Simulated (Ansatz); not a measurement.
Write the native input for Ansatz 0.2.0 that does the following.

```yaml
Task: relaxation of cell and atoms
Functional: PBE
Dispersion: D3(BJ)
Potentials_or_basis: Ansatz PAW
Cutoff: "420 eV (not typed: the program's choice for these potentials)"
k_mesh: 6 × 6 × 9
Occupations: fermi-dirac, width 0.05 eV
Spin: no spin polarisation
```

TiO2:

```xyz
6
Lattice="4.5998 0.0000 0.0000 0.0000 4.5998 0.0000 0.0000 0.0000 2.9592" Properties=species:S:1:pos:R:3 pbc="T T T"
Ti    0.0000    0.0000    1.4796
Ti    2.2999    2.2999    0.0000
O     1.3998    1.3998    1.4796
O     0.9001    3.6997    0.0000
O     3.6997    0.9001    0.0000
O     3.2000    3.2000    1.4796
```

The cell is a database's computed one.

One way to write it, as run:

input.yaml

```yaml
crystal:
  lattice:
    - [4.5998373239, 0.0, 0.0]
    - [0.0, 4.5998373239, 0.0]
    - [0.0, 0.0, 2.95921356]
  atoms:
    - { symbol: Ti, position: [0.0, 0.0, 0.5] }
    - { symbol: Ti, position: [0.5, 0.5, 0.0] }
    - { symbol: O, position: [0.30432132, 0.30432132, 0.5] }
    - { symbol: O, position: [0.19567868, 0.80432132, 0.0] }
    - { symbol: O, position: [0.80432132, 0.19567868, 0.0] }
    - { symbol: O, position: [0.69567868, 0.69567868, 0.5] }
hamiltonian:
  xc: pbe
  pseudopotentials: { kind: paw }
  dispersion: d3bj
kpoints:
  mp_grid: { grid: [6, 6, 9] }
scf:
  occupations: { method: fermi_dirac, width: 0.05 }
output:
  forces: true
  stress: true
  write_density: true
  write_potential: true
  elf: true
  volumetric_format: npy
relax:
  f_tol: 0.01
  max_steps: 40
  cell: { stress_tol: 0.05 }
```

Potentials or basis: Ansatz PAW.

Run with:

```console
$ ansatz run input.yaml --threads 2 --pin off --max-ram 5632MiB --backend cpu --events-out ev --progress --plain --runs-dir out
```

It gave:

* Relaxed volume: 10.45 Å³/atom
* Relaxed cell: a = 4.608 Å, b = 4.608 Å, c = 2.954 Å, α = 90.00°, β = 90.00°, γ = 90.00°
* Space group after relaxing (to 0.05 Å): P4_2/mnm (No. 136)
* Energy gained by relaxing: 0.1 meV/atom
* Ionic steps: 5
* Pressure after relaxing: 0.0 GPa
* Band gap on the k mesh: 1.87 eV, direct

Caveat: odd divisions of the mesh miss points on the zone boundary, where band edges often lie, so the gap on the mesh can be too wide; the plane-wave basis is chosen anew once the cell has moved, so the energies of steps on either side of that aren't comparable; the pressure holds a Pulay correction of +0.7 GPa for the finite cutoff.

It took 26 s on 2 threads of Intel(R) Xeon(R) Processor @ 2.50GHz (Skylake/Cascade Lake) (shared host), peak memory 0.43 GiB.
